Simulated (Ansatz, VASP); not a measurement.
# One calculation of InSb, two programs

The input INCAR:

```
SYSTEM = InSb
  PREC = Accurate
  ENCUT = 520
  EDIFF = 1E-8
  ISMEAR = -1
  SIGMA = 0.05
  LREAL = .FALSE.
  LASPH = .TRUE.
  NELM = 80
  ALGO = Normal
  ISIF = 2
  LWAVE = .FALSE.
  LCHARG = .FALSE.
  GGA = PS
  LEFG = .TRUE.
  NBANDS = 16
```

File KPOINTS:

```
Automatic mesh
0
G
  9 9 9
  0 0 0
```

POSCAR

```
InSb
1.0
    0.0000000000      3.2605516185      3.2605516185
    3.2605516185      0.0000000000      3.2605516185
    3.2605516185      3.2605516185      0.0000000000
In Sb
1 1
Direct
    0.0000000000      0.0000000000      0.0000000000
    0.7500000000      0.7500000000      0.7500000000
```

Input for Ansatz:

```yaml
crystal:
  lattice:
    - [0.0, 3.2605516185, 3.2605516185]
    - [3.2605516185, 0.0, 3.2605516185]
    - [3.2605516185, 3.2605516185, 0.0]
  atoms:
    - { symbol: In, position: [0.0, 0.0, 0.0] }
    - { symbol: Sb, position: [0.75, 0.75, 0.75] }
kpoints:
  mp_grid: { grid: [9, 9, 9] }
scf:
  occupations: { method: fermi_dirac, width: 0.05 }
hamiltonian:
  xc: pbesol
  pseudopotentials: { kind: paw }
output:
  forces: true
  stress: true
  eigenvalues: true
  efg: { contact_densities: true }
```

Change from the starting cell: volume scaled by 1.02, PAW files.

Alike in both runs: task electric field gradients; functional PBEsol; k mesh 9 × 9 × 9; occupations fermi-dirac, width 0.05 eV; no spin polarisation.

|  | VASP | Ansatz |
| --- | --- | --- |
| version | VASP 6.6.1 | Ansatz 0.2.0 |
| potentials or method | VASP PAW PBE potentials, release 64 (In_d, Sb) | PAW with Ansatz's default frozen-core files, scalar-relativistic |
| plane-wave cutoff (eV) | 520 | 420 |
| valence electrons in the cell | 18 | 28 |

|  | VASP | Ansatz | Ansatz less VASP |
| --- | --- | --- | --- |
| pressure (GPa) | 0.0 | 0.0 | -0.02 |
| Vzz of the field gradient on the site that differs most (V/Å²) | 0.0 | 0.0 | 0.00 |

The two sets of potentials don't hold the same shells in valence. Ansatz warned: «gradients_without_spin_orbit».

Caveats: the PAW data sets were made with another functional, which shifts forces and pressure a little (VASP). The runs have no spin-orbit coupling, so splittings on Sb are missing.
